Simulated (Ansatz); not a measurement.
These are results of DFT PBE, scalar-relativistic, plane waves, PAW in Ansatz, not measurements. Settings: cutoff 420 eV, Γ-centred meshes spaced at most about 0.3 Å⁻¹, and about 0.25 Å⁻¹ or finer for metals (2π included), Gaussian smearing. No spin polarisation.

All energies are static (0 K, no zero-point motion).

**Question.** Order these relaxed structures of BiS₄ by energy, lowest first, with the energy over the lowest of them.
A. Space group P-43m (No. 215), cubic, a = 4.907 Å. Around Bi lie 4 S at 2.62 Å; S is surrounded by 1 Bi at 2.62 Å and 3 S at 2.67 Å.
B. Space group Pm-3m (No. 221), cubic, a = 5.209 Å. Bi is surrounded by 6 S at 2.60 Å; S on a site of symmetry 4/mmm has 2 Bi at 2.60 Å and 12 S at 3.68 Å; S on a site of symmetry m-3m has 12 S at 3.68 Å (long against covalent radii, as for large ions).
C. Space group P4/mmm (No. 123), tetragonal, a = 6.390 Å, c = 4.034 Å. Bi is surrounded by 8 S at 2.97 Å; around S lie 1 S at 2.03 Å and 2 Bi at 2.97 Å.
D. Space group F-43m (No. 216), cubic, a = 9.775 Å. Around Bi lie 4 S at 2.60 Å; S is surrounded by 1 Bi at 2.60 Å and 3 S at 2.66 Å.

**Answer.** C (0 meV/atom), A (509 meV/atom), D (568 meV/atom), B (910 meV/atom). Counting S atoms around Bi (those within 1.25 times the shortest such distance or 1.15 times the sum of covalent radii): C has Bi 8; A has Bi 4; D has Bi 4; B has Bi 6. C holds S–S pairs (shortest 2.03 Å) (bonds between like non-metal atoms; other contacts aren't counted). All come from invented guesses. Even the lowest of the cells shown lies +0.23 eV/atom against the elements.

Spin–orbit coupling, which can matter for Bi, is left out. In P4/mmm, P-43m, F-43m, Pm-3m an odd number of electrons in the primitive cell allows no gap without spin; a larger cell or a magnetic state could open one. Cells relaxed within their symmetry can be saddle points. Some structure types and database cells were kept out of the candidates from the start, so a known form may be missing.
